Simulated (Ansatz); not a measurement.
Crystal: Hf.

```
Hf
1.0
     3.19670    0.00000    0.00000
    -1.59835    2.76842    0.00000
     0.00000    0.00000    5.05780
Hf
2
Direct
  0.66667 0.33333 0.75000
  0.33333 0.66667 0.25000
```

Program: Ansatz 0.2.0. Alike in all runs: task band structure; potentials or basis Ansatz PAW; no spin polarisation; cell as given; k mesh 6 × 6 × 3; cutoff (eV) 420; smearing fermi-dirac 0.05 eV; the mesh is coarse, so values aren't converged.

Q: Order these runs on this cell by their pressure, lowest first.
A. level LDA
B. level PBEsol
C. level revPBE
D. level PBE

A: A (-7.0 GPa), B (-3.1 GPa), D (1.4 GPa), C (3.4 GPa).

Caveats: all runs use coarse meshes; the PAW data sets come from PBE, with cores solved anew for the run's functional, which leaves a small shift of forces and pressure (some runs).
